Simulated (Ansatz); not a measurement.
**Ir: other elements on the same sites**

What happens to the structure of Ir under Ir → Sn; Ir → Co? Each swap replaces an element on all its sites; cell and atoms are relaxed again.

Method: DFT PBEsol, scalar-relativistic, plane waves, PAW, in Ansatz 0.2.0.

1 further run of the same task is left out (set aside as unsound or not needed).

## (1) The system as given

The structure is cubic, space group Fm-3m (No. 225). Conventional cell: a = 3.830 Å, b = 3.830 Å, c = 3.830 Å, α = 90.00°, β = 90.00°, γ = 90.00°. Ir (site symmetry m-3m) is surrounded by 12 Ir at 2.71 Å.

As a file:

```xyz
1
Lattice="0.0000 1.9151 1.9151 1.9151 0.0000 1.9151 1.9151 1.9151 0.0000" Properties=species:S:1:pos:R:3 pbc="T T T"
Ir    0.0000    0.0000    0.0000
```

It goes back to an entry of the Materials Project.

It is the result of an earlier relaxation at this level (volume 14.05 Å³/atom; gap on the mesh: none (metal)).

## (2) Swap Ir → Sn

Sn starts from the relaxed positions of Ir, with all lengths scaled by 0.990, a guess from tabulated radii.

## (3) Probe: one point at the start (Sn)

Input file input.yaml:

```yaml
crystal:
  lattice:
    - [0.0, 1.8965904936, 1.8965904936]
    - [1.8965904936, 0.0, 1.8965904936]
    - [1.8965904936, 1.8965904936, 0.0]
  atoms:
    - { symbol: Sn, position: [0.0, 0.0, 0.0] }
basis:
  ecutwfc: 420
kpoints:
  mp_grid: { grid: [8, 8, 8] }
hamiltonian:
  xc: pbesol
scf:
  occupations: { method: gaussian, width: 0.1 }
output:
  forces: true
  stress: true
  eigenvalues: true
```

The run is started by

```
$ ansatz run input.yaml --threads 1 --pin off --max-ram 2560MiB --backend cpu --events-out ev --progress --plain --runs-dir out
```

Further runs follow: coarse relaxation (Sn); relaxing cell and atoms (Sn); quick check of gap, pressure and forces (Co); coarse relaxation (Co); the relaxation (Co).

Q: Predict the outcome of this session. Wanted: Ir → Sn; Ir → Co.

**Answer**, as computed:

```
    quantity                            value
Ir → Sn (Sn)  26.55 Å³/atom, gap none (metal)
Ir → Co (Co)  10.43 Å³/atom, gap none (metal)
```

What this shows: Per atom and against the relaxed parent, Sn is the largest of the new crystals (+89.0 %) and Co the smallest (-25.8 %). Some of these crystals carry a moment and others none. All of them are metals at this level. Spin-orbit coupling is left out for Ir.
